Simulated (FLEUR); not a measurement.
The system is Na2S.

```
S Na
1.0
     0.00000    3.27350    3.27350
     3.27350    0.00000    3.27350
     3.27350    3.27350    0.00000
S Na
1 2
Direct
  0.00000 0.00000 0.00000
  0.75000 0.75000 0.75000
  0.25000 0.25000 0.25000
```

Base run:

* Program: FLEUR MaX-R8.1 (later development tree)
* Functional: r2SCAN
* Potentials or basis: all-electron
* Basis: FLAPW
* Kmax: 4.1 1/bohr
* k mesh: 7 × 7 × 7
* Occupations: fermi-dirac, width 0.05 eV
* Spin: no spin polarisation

Its results: band gap on the k mesh 2.92 eV, direct.

Task: The run is repeated on the same cell with these changes: functional from r2SCAN to LDA. What comes out?

Result: Band gap on the k mesh 2.24 eV, direct.

r2SCAN gives the wider gap, since meta-GGAs in the generalised Kohn-Sham scheme recover part of the derivative discontinuity.

Caveats: the meta-GGA is that of a development version, with a GGA for the radial functions and cores and without core tails (some runs).
